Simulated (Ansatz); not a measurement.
Rocksalt AlN, relaxed with r2SCAN: the symmetry is Fm-3m (No. 225, cubic); a = 4.038 Å in the conventional setting, 8.23 Å³ an atom. Around Al lie 6 N at 2.02 Å; around N lie 6 Al at 2.02 Å. One-shot G0W0@PBE in Ansatz 0.2.0 on a 6×6×6 mesh (contour deformation, no spin-orbit coupling), from a PBE gap of 4.664 eV over the mesh points (the G0W0 gap is indirect on the mesh); the number N of bands summed and the screening cutoff rise together. The calculation is spin-unpolarised, and the structure need not be a phase that has been made.

```tsv
N	cutoff (eV)	1000/N	G0W0 gap (eV)
30	80	33.333	6.059
65	140	15.385	6.293
```

**Question.** Lay a straight line in 1000/N through these rows.

**Answer.** The slope is -0.0130 eV per unit of 1000/N and the intercept 6.494 eV.

**Question.** Predict the gap at N = 117 (210 eV).

**Answer.** 6.494 + (-0.0130) × 8.547 = 6.383 eV; the run gives 6.423 eV, +0.040 eV from the line.

**Question.** With that run's result added, what limit do the last two rows suggest?

**Answer.** Their slope is (6.423 − 6.293)/(8.547 − 15.385) = -0.0190, which meets 1/N = 0 at 6.59 eV, against 6.494 eV from the first line. The slope steepens, so 1/N isn't yet asymptotic and the true limit probably lies higher still; the k mesh isn't extrapolated.
